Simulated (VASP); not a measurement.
Here is the system:

```yaml
crystal:
  lattice:
    - [4.40882, 0.00000, 0.00000]
    - [0.00000, 4.40882, 0.00000]
    - [0.00000, 0.00000, 2.87932]
  atoms:
    - { symbol: Ge, position: [0.00000, 0.00000, 0.00000] }
    - { symbol: Ge, position: [0.50000, 0.50000, 0.50000] }
    - { symbol: O, position: [0.30573, 0.30573, 0.00000] }
    - { symbol: O, position: [0.80573, 0.19427, 0.50000] }
    - { symbol: O, position: [0.19427, 0.80573, 0.50000] }
    - { symbol: O, position: [0.69427, 0.69427, 0.00000] }
```

Method: SCAN meta-GGA, VASP's PBE PAW potentials (set 64) (plane waves; VASP). Run with 520 eV cut-off, 6×6×9 Γ-centred mesh, tetrahedra with Blöchl corrections, potentials Ge_d O.

The cores are frozen, which limits the accuracy of field gradients.

Q: Give the principal components of the electric field gradient (V/Å²) and the asymmetry η at each nucleus.

A: 
| atom | Vxx | Vyy | Vzz | η |
|---|---|---|---|---|
| Ge1 | 23.5 | 10.2 | -33.6 | 0.40 |
| Ge2 | 23.5 | 10.2 | -33.6 | 0.40 |
| O3 | 71.0 | 59.3 | -130.4 | 0.09 |
| O4 | 71.0 | 59.3 | -130.4 | 0.09 |
| O5 | 71.0 | 59.3 | -130.4 | 0.09 |
| O6 | 71.0 | 59.3 | -130.4 | 0.09 |

The compound is GeO2 in the rutile structure. It was relaxed first.
